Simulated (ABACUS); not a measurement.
# BaF2 (Frankdicksonite) in ABACUS: the effect of basis

Crystal: BaF2 (Frankdicksonite).

```
Ba F
1.0
     0.00000    3.10005    3.10005
     3.10005    0.00000    3.10005
     3.10005    3.10005    0.00000
Ba F
1 2
Direct
  0.00000 0.00000 0.00000
  0.75000 0.75000 0.75000
  0.25000 0.25000 0.25000
```

Alike in all runs:

```yaml
Program: ABACUS 3.10.1
Task: single point
Functional: PBE
Potentials_or_basis: PseudoDojo NC SR 0.4.1 PBE standard
k_mesh: 6 × 6 × 6
Occupations: fermi-dirac, width 0.05 eV
Spin: no spin polarisation
```

```tsv
basis	cutoff	gap on the mesh (eV)	pressure (GPa)
DZP	1361 eV	?	?
TZDP	1361 eV	6.84	1.8
pw	1143 eV	6.83	1.7
```

Problem. What does the run with basis DZP give?

Solution. gap on the mesh 6.71 eV; pressure 2.9 GPa.

Caveats: this release of the barium file is off; spin-orbit coupling is left out, which moves the levels of the heavy elements; the atomic orbitals were generated for these runs and aren't a published set (some runs); the basis of atomic orbitals isn't converged, which shifts pressures, moduli and gaps (some runs).

A k mesh can miss the band edges.
